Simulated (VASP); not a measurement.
# TiCo (Pm-3m) in VASP: further runs, part 2 of 2

VASP 6.6.1.

### Step 3. Band structure, PBEsol+D3+U, collinear spin, ferromagnetic start

Contents of run.py:

```python
from ase.calculators.vasp import Vasp
from ase.dft.bandgap import bandgap
from ase.spacegroup import crystal

atoms = crystal(
    ['Co', 'Ti'],
    basis=[[0.5, 0.5, 0.5], [0.0, 0.0, 0.0]],
    spacegroup=221,
    setting=1,
    cellpar=[2.98611099, 2.98611099, 2.98611099, 90.0, 90.0, 90.0],
    primitive_cell=True,
)
atoms.set_initial_magnetic_moments([2.0, 1.0])
calc = Vasp(
    directory='calc',
    xc='pbesol',
    pp='PBE',
    setups='recommended',
    prec='Accurate',
    encut=520,
    ediff=1e-06,
    ismear=0,
    sigma=0.1,
    lreal=False,
    lasph=True,
    nelm=100,
    algo='Normal',
    isif=2,
    lwave=False,
    lcharg=True,
    ispin=2,
    lorbit=11,
    lmaxmix=4,
    ldautype=2,
    ldauprint=1,
    ivdw=11,
    ldau_luj={'Co': {'L': 2, 'U': 5.3, 'J': 0}, 'Ti': {'L': 2, 'U': 5.3, 'J': 0}},
    kpts=[9, 9, 9],
    gamma=True,
)
atoms.calc = calc

print('energy (eV):', atoms.get_potential_energy())
print('free energy (eV):', atoms.get_potential_energy(force_consistent=True))
efermi = calc.get_fermi_level()
print('Fermi level (eV):', efermi)
path = atoms.cell.bandpath(npoints=40, eps=1e-4)
print('path:', path.path)
calc.set(kpts=path.kpts, reciprocal=True, icharg=11, isym=0, lcharg=False)
calc.calculate(atoms)
print('gap on the path (eV):', bandgap(calc, efermi=efermi)[0])
print('direct gap on the path (eV):', bandgap(calc, efermi=efermi, direct=True)[0])
```

Potentials or basis: VASP PAW PBE potentials, release 64 (Co, Ti_sv).

Command:

```
> python run.py
```

Output:

```text
energy (eV): -9.96269815
free energy (eV): -9.9663983
Fermi level (eV): 10.15889932
path: GXMGRX,MR
gap on the path (eV): 0.0
direct gap on the path (eV): 0.0
```

OUTCAR:

```text
ENCUT = 520.000000
   EDIFF = 1.00e-06
   GGA = PS
   PREC = Accurate
   ICHARG = 11
   ISIF = 2
   ISMEAR = 0
   ISPIN = 2
   ISYM = 0
   LORBIT = 11
   NELM = 100
   IVDW = 11
   LASPH = .TRUE.
   LREAL = .FALSE.
 IVDW          = 11

 ion  position               nearest neighbor table
   1  0.500  0.500  0.500-   2 2.59   2 2.59   2 2.59   2 2.59   2 2.59   2 2.59   2 2.59   2 2.59

   2  0.000  0.000  0.000-   1 2.59   1 2.59   1 2.59   1 2.59   1 2.59   1 2.59   1 2.59   1 2.59

IMPORTANT INFORMATION: All symmetrisations will be switched off!
NOSYMM: (Re-)initialisation of all symmetry stuff for point group C_1.

----------------------------------------------------------------------------------------

                                     Primitive cell

  volume of cell :      26.6267

  direct lattice vectors                    reciprocal lattice vectors
     2.986110990  0.000000000  0.000000000     0.334883735  0.000000000  0.000000000
     0.000000000  2.986110990  0.000000000     0.000000000  0.334883735  0.000000000
[... 1110 lines left out ...]

 [... further k-points ...]

------------------------ aborting loop because EDIFF is reached ----------------------------------------

 Edisp (eV)   -0.66701

 E8    (eV) :    -0.4246

  FORCE on cell =-STRESS in cart. coord.  units (eV):
  Direction    XX          YY          ZZ          XY          YZ          ZX
  --------------------------------------------------------------------------------------
  -------------------------------------------------------------------------------------
  Total       0.03438     5.06650    -0.10706     1.55551     0.63681     1.13104
  in kB       2.06899   304.86050    -6.44212    93.59752    38.31785    68.05667
  external pressure =      100.16 kB  Pullay stress =        0.00 kB

 VOLUME and BASIS-vectors are now :
 -----------------------------------------------------------------------------
  energy-cutoff  :      520.00
  volume of cell :       26.63
      direct lattice vectors                 reciprocal lattice vectors
     2.986110990  0.000000000  0.000000000     0.334883735  0.000000000  0.000000000
     0.000000000  2.986110990  0.000000000     0.000000000  0.334883735  0.000000000
     0.000000000  0.000000000  2.986110990     0.000000000  0.000000000  0.334883735

 POSITION                                       TOTAL-FORCE (eV/Angst)
 -----------------------------------------------------------------------------------
      1.49306      1.49306      1.49306         0.000016      0.000011     -0.000004
      0.00000      0.00000      0.00000        -0.000016     -0.000011      0.000004
 -----------------------------------------------------------------------------------
    total drift:                               -0.000019     -0.000038      0.000006

  FREE ENERGIE OF THE ION-ELECTRON SYSTEM (eV)
  ---------------------------------------------------
  free  energy   TOTEN  =       -10.4429973524 eV

  energy  without entropy=      -10.4366002519  energy(sigma->0) =      -10.43979880

 total charge

# of ion       s       p       d       tot
------------------------------------------
    1        0.481   0.555   7.346   8.381
    2        2.233   6.186   1.839  10.258
--------------------------------------------------
tot          2.714   6.740   9.184  18.639

 magnetization (x)

# of ion       s       p       d       tot
------------------------------------------
    1        0.029  -0.039   1.776   1.766
    2       -0.009  -0.057  -0.522  -0.588
--------------------------------------------------
tot          0.021  -0.097   1.254   1.178
```

INCAR:

```text
ENCUT = 520.000000
SIGMA = 0.100000
EDIFF = 1.00e-06
ALGO = Normal
GGA = PS
PREC = Accurate
ICHARG = 11
ISIF = 2
ISMEAR = 0
ISPIN = 2
ISYM = 0
LDAUPRINT = 1
LDAUTYPE = 2
LMAXMIX = 4
LORBIT = 11
NELM = 100
IVDW = 11
LASPH = .TRUE.
LCHARG = .FALSE.
LWAVE = .FALSE.
LREAL = .FALSE.
LDAU = .TRUE.
LDAUL = 2 2
LDAUU = 5.300 5.300
LDAUJ = 0.000 0.000
MAGMOM = 1*2.0000 1*1.0000
```

It took 25 s on 1 thread of Intel Xeon 6975P-C (Granite Rapids), shared host; peak memory 0.17 GiB.

Results:

```yaml
Band_gap_along_the_path: none (metal or under the smearing width)
Net_moment: 0.95 μB per cell
Dispersion_energy_per_atom: -0.334 eV
```

Levels at the corners of the path, in eV from the Fermi level:
Spin up:
```
point  band 8  band 9  band 10  band 11  band 12  band 13  band 14  band 15
    Γ   -3.71   -3.71    -3.71     0.84     0.84     3.25     3.25     3.25
    X   -3.94   -3.74    -3.53    -2.15     0.45     1.36     1.36     3.02
    M   -4.32   -4.08    -1.73     0.36     0.36     1.48     2.73     2.73
    Γ   -3.71   -3.71    -3.71     0.84     0.84     3.25     3.25     3.25
    R   -4.06   -4.06    -1.64    -1.64    -1.64     4.56     4.56     6.69
    X   -3.94   -3.74    -3.53    -2.15     0.45     1.36     1.36     3.02
    M   -4.32   -4.08    -1.73     0.36     0.36     1.48     2.73     2.73
    R   -4.06   -4.06    -1.64    -1.64    -1.64     4.56     4.56     6.69
```
Spin down:
| point | band 7 | band 8 | band 9 | band 10 | band 11 | band 12 | band 13 | band 14 |
| --- | --- | --- | --- | --- | --- | --- | --- | --- |
| Γ | -2.63 | -2.33 | -2.33 | -2.33 | 2.57 | 2.57 | 2.67 | 2.67 |
| X | -2.52 | -2.52 | -2.00 | -0.89 | 0.43 | 0.68 | 0.68 | 2.27 |
| M | -3.19 | -3.19 | 0.12 | 0.12 | 0.89 | 2.40 | 2.40 | 2.52 |
| Γ | -2.63 | -2.33 | -2.33 | -2.33 | 2.57 | 2.57 | 2.67 | 2.67 |
| R | -3.45 | -2.11 | -2.11 | -2.11 | 2.83 | 2.83 | 3.11 | 3.11 |
| X | -2.52 | -2.52 | -2.00 | -0.89 | 0.43 | 0.68 | 0.68 | 2.27 |
| M | -3.19 | -3.19 | 0.12 | 0.12 | 0.89 | 2.40 | 2.40 | 2.52 |
| R | -3.45 | -2.11 | -2.11 | -2.11 | 2.83 | 2.83 | 3.11 | 3.11 |

Caveat: the log is that of the step along the path at fixed density, whose energy, stress, charges and moments have no meaning; the PAW data sets were made with another functional, which shifts forces and pressure a little; pairwise dispersion overbinds metals, which lowers pressure and volume; the U is typed as a test and isn't derived for this compound. The state reached can hang on the start; a lower one may exist.
